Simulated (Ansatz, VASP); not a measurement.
**One calculation of Sb, two programs**

File INCAR:

```
SYSTEM = Sb
PREC     = Accurate       ! precision mode
ENCUT    = 520            ! plane-wave cutoff, eV
EDIFF    = 1E-6           ! SCF threshold, eV
ISMEAR   = -1             ! smearing method
SIGMA    = 0.05           ! smearing width, eV
LREAL    = .False.        ! projectors in reciprocal space
LASPH    = .True.         ! aspherical terms in the spheres
NELM     = 60             ! most SCF steps
ALGO     = Normal         ! electronic algorithm
ISIF     = 2              ! what is computed and relaxed
LWAVE    = .False.        ! write WAVECAR
LCHARG   = .True.         ! write CHGCAR
GGA      = CA             ! functional
LELF     = .True.         ! ELF
LVHAR    = .True.       
NBANDS   = 8              ! bands
```

The input KPOINTS:

```
Automatic mesh
0
Gamma
  12 12 12
  0 0 0
```

POSCAR

```
Sb
1.0
   -1.5552329741      1.5552329741      2.6752861216
    1.5552329741     -1.5552329741      2.6752861216
    1.5552329741      1.5552329741     -2.6752861216
Sb
1
Direct
    0.0000000000      0.0000000000      0.0000000000
```

The input input.yaml:

```yaml
crystal:
  lattice:
    - [-1.5552329741, 1.5552329741, 2.6752861216]
    - [1.5552329741, -1.5552329741, 2.6752861216]
    - [1.5552329741, 1.5552329741, -2.6752861216]
  atoms:
    - { symbol: Sb, position: [0.0, 0.0, 0.0] }
kpoints:
  mp_grid: { grid: [12, 12, 12] }
scf:
  occupations: { method: fermi_dirac, width: 0.05 }
hamiltonian:
  xc: lda
  pseudopotentials: { kind: all_electron, lapw: { basis_error: 0.001 } }
output:
  forces: true
  stress: true
  eigenvalues: true
```

Change from the starting cell: volume scaled by 0.96.

Alike in both runs: task single point; functional LDA; k mesh 12 × 12 × 12; occupations fermi-dirac, width 0.05 eV; no spin polarisation.

|  | VASP | Ansatz |
| --- | --- | --- |
| version | VASP 6.6.1 | Ansatz 0.2.0 |
| potentials or method | VASP PAW LDA potentials, release 64 (Sb) | all-electron LAPW, scalar-relativistic |
| plane-wave cutoff (eV) | 520 | see its input |

Ansatz gave:

* gap on the k mesh at the Fermi level (eV): none
* pressure (GPa): 0.3
* largest component of the traceless stress (GPa): 0.46

Question: What did VASP give for the same quantities?

Answer: gap on the k mesh at the Fermi level (eV): none; pressure (GPa): 0.4; largest component of the traceless stress (GPa): 0.51.

A gap of «none» marks a metal or a gap that the smearing closes. Ansatz ran all-electron here, so the differences hold the error of VASP's frozen core and of both bases.

Spin-orbit coupling is left out, which matters for the levels of Sb.
